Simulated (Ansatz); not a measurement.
Mg:

```xyz
1
Lattice="-1.7728 1.7728 1.7728 1.7728 -1.7728 1.7728 1.7728 1.7728 -1.7728" Properties=species:S:1:pos:R:3 pbc="T T T"
Mg    0.0000    0.0000    0.0000
```

This isn't the form of Mg at room conditions, which is hcp.

Program: Ansatz 0.2.0. Alike in all runs: cell as given. Hardware: 1 thread of Arm Neoverse V2 (shared host).

Task: Order these runs on this cell by their wall time, lowest first.
A. task single point; level HISS; potentials or basis Ansatz PAW earlier set; spin collinear, random start; k mesh 7 × 7 × 7; cutoff (eV) 620; smearing gaussian 0.02 eV
B. task electron localisation function; level BLYP+D4; potentials or basis Ansatz PAW; spin off; k mesh 11 × 11 × 11; cutoff (eV) 420; smearing fermi-dirac 0.01 eV; other keys scf.occupations.method = fermi_dirac; scf.occupations.width = 0.01; …
C. task single point; level exchange-only PBE; potentials or basis PseudoDojo standard (PBE files); spin off; k mesh 11 × 11 × 11; cutoff (eV) 1143; smearing fermi-dirac 0.025 eV

Result: C (2 s), B (13 s), A (54 s).

Runs at the PBE level aren't shown here.
